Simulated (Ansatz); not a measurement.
The system is Ti.

```
CELL_PARAMETERS angstrom
4.56737 0.00000 0.00000
-2.28369 3.95546 0.00000
0.00000 0.00000 2.82624
ATOMIC_POSITIONS crystal
Ti 0.66667 0.33333 0.50000
Ti 0.33333 0.66667 0.50000
Ti 0.00000 0.00000 0.00000
```

This isn't the form of Ti at room conditions, which is hcp.

Base run:

* Program: Ansatz 0.2.0
* Functional: PBEsol
* Potentials or basis: Ansatz PAW
* Cutoff: 420 eV
* Density cutoff: 1680 eV
* k mesh: 7 × 7 × 9
* Occupations: fermi-dirac, width 0.05 eV
* Spin: no spin polarisation
* Hubbard terms: Ti d U = 8 eV

Its results: band gap on the k mesh none (metal or under the smearing width); pressure 36.2 GPa.

**Question.** The run is repeated on the same cell with these changes: hubbard terms from Ti d U = 8 eV to Ti d U = 6 eV. What comes out?

**Answer.** Band gap on the k mesh none (metal or under the smearing width); pressure 7.1 GPa.

Caveats: U without spin polarisation on a metal has little footing; the PAW data sets come from PBE, with cores solved anew for the run's functional, which leaves a small shift of forces and pressure; the U is typed as a test and isn't derived for this compound; a pressure of tens of GPa on the cell as given is suspect, and the run, the potentials or the cell itself is likely at fault (some runs).

Not every run made on this cell is shown here.
